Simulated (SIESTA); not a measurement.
TaN:

```
CELL_PARAMETERS angstrom
0.00000 2.21132 2.21132
2.21132 0.00000 2.21132
2.21132 2.21132 0.00000
ATOMIC_POSITIONS crystal
Ta 0.50000 0.50000 0.50000
N 0.00000 0.00000 0.00000
```

The cell comes from a database or a generator and needn't be the stable form of this composition.

Base run:

- Program: SIESTA 5.4.2
- Functional: AM05
- Potentials or basis: PseudoDojo 0.4 standard (PBEsol files)
- Basis: DZP (energy shift 0.003 Ry; two zetas on semicore shells)
- Grid cutoff: 800 Ry
- Energy shift: 0.003 Ry
- k mesh: 10 × 10 × 10
- Occupations: fermi-dirac, width 0.05 eV
- Spin: no spin polarisation

Its results: band gap on the k mesh none (metal or under the smearing width); pressure -5.9 GPa.

Problem. After a change of settings the same cell gave: band gap on the k mesh none (metal or under the smearing width); pressure -4.7 GPa. Which change was it?
A. functional from AM05 to vdW-DF-cx; potentials or basis from PseudoDojo 0.4 standard (PBEsol files) to PseudoDojo 0.4 standard (PBE files)
B. functional from AM05 to BLYP; potentials or basis from PseudoDojo 0.4 standard (PBEsol files) to PseudoDojo 0.4 standard (PBE files)
C. functional from AM05 to LDA; potentials or basis from PseudoDojo 0.4 standard (PBEsol files) to PseudoDojo 0.4 standard (LDA files)
D. functional from AM05 to PBEsol

Solution. D.

Caveats: short orbitals over semicore shells can move pressures by several GPa; the basis of atomic orbitals isn't converged, which shifts pressures, moduli and gaps; the potentials were made for another functional, which shifts forces and pressure (some runs).

Not every run made on this cell is shown here.
